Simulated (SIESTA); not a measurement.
# CdSe (Cadmoselite) under changes of volume

One of the cells (28.102 Å³/atom); the others are scaled copies at fixed shape and fractional positions:

```
CELL_PARAMETERS angstrom
4.30000 0.00000 0.00000
-2.15000 3.72391 0.00000
0.00000 0.00000 7.02000
ATOMIC_POSITIONS crystal
Cd 0.66667 0.33333 0.50000
Cd 0.33333 0.66667 0.00000
Se 0.66667 0.33333 0.88500
Se 0.33333 0.66667 0.38500
```

```yaml
Program: SIESTA 5.4.2
Functional: PBEsol
Potentials_or_basis: PseudoDojo 0.4 standard (PBEsol files)
Basis: DZP (energy shift 0.002 Ry)
Grid_cutoff: 800 Ry
Energy_shift: 0.002 Ry
k_mesh: 7 × 7 × 4
Occupations: fermi-dirac, width 0.05 eV
Spin: no spin polarisation
```

```csv
volume (Å³/atom),energy over the lowest point (meV/atom),pressure (GPa),gap on the mesh (eV),largest force (eV/Å)
26.416,34.74,5.4,1.03,0.399
26.978,18.70,3.8,0.97,0.369
27.540,7.98,2.4,0.90,0.341
28.102,?,?,?,?
28.665,0.00,0.0,0.78,0.296
29.227,2.14,-1.0,0.72,0.274
29.789,7.24,-1.9,0.66,0.253
```

Task: What does the run at 28.102 Å³/atom give?

Result: Energy over the lowest point 1.86 meV/atom; pressure 1.1 GPa; gap on the mesh 0.84 eV; largest force 0.317 eV/Å.

Worked out: A Birch-Murnaghan fit of order 3 (a polynomial in V^(-2/3)) to the other rows has its minimum at 28.65 Å³/atom with B0 = V·E''(V) = 54 GPa and B' = 4.9 at fixed shape and positions, which overstates the stiffness. It gives 1.93 meV/atom at 28.102 Å³/atom, against the run's 1.86, and -dE/dV = 1.1 GPa, against 1.1. A straight line through the other rows of the gap, of slope -3.09 eV per unit of ln V (its deformation potential), gives 0.84 eV, against the run's 0.84.

Energies are extrapolated to zero smearing.

Caveats: semicore shells carry a single zeta, which can move pressures by several GPa and volumes by a few percent; an odd mesh through Γ misses points on the zone boundary, where band edges often lie; the basis of atomic orbitals isn't converged, which shifts pressures, moduli and gaps. Spin-orbit coupling on Cd, Se is left out.
